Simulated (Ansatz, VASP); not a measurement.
# One calculation of Sn, two programs

INCAR

```
SYSTEM = Sn
PREC = Accurate
ENCUT = 520
EDIFF = 1E-6
ISMEAR = 0
SIGMA = 0.05
LREAL = .False.
LASPH = .True.
NELM = 80
ALGO = Normal
ISIF = 2
LWAVE = .False.
LCHARG = .False.
GGA = PE
NBANDS = 13
```

The input KPOINTS:

```
Automatic mesh
0
Gamma
  8 8 8
  0 0 0
```

File POSCAR:

```
Sn
1.0
   -1.8962967836      1.8962967836      1.8962967836
    1.8962967836     -1.8962967836      1.8962967836
    1.8962967836      1.8962967836     -1.8962967836
Sn
1
Direct
    0.0000000000      0.0000000000      0.0000000000
```

Input for Ansatz:

```yaml
crystal:
  lattice:
    - [-1.8962967836, 1.8962967836, 1.8962967836]
    - [1.8962967836, -1.8962967836, 1.8962967836]
    - [1.8962967836, 1.8962967836, -1.8962967836]
  atoms:
    - { symbol: Sn, position: [0.0, 0.0, 0.0] }
basis:
  ecutwfc: 420
  ecutrho_ratio: 4
kpoints:
  mp_grid: { grid: [8, 8, 8] }
hamiltonian:
  xc: pbe
scf:
  occupations: { method: gaussian, width: 0.05 }
output:
  forces: true
  stress: true
  eigenvalues: true
```

Alike in both runs: task single point; functional PBE; k mesh 8 × 8 × 8; occupations gaussian, width 0.05 eV; no spin polarisation.

```csv
,VASP,Ansatz
version,VASP 6.6.1,Ansatz 0.2.0
potentials or method,"VASP PAW PBE potentials, release 64 (Sn_d)","scalar-relativistic, plane waves, PAW"
plane-wave cutoff (eV),520,420
valence electrons in the cell,14,14
```

```tsv
	VASP	Ansatz	Ansatz less VASP
gap on the k mesh at the Fermi level (eV)	none	none	-
pressure (GPa)	0.9	0.9	+0.06
```

A gap of «none» marks a metal or a gap that the smearing closes. With one functional, cell and mesh, what is left measures potentials, basis and numerics.
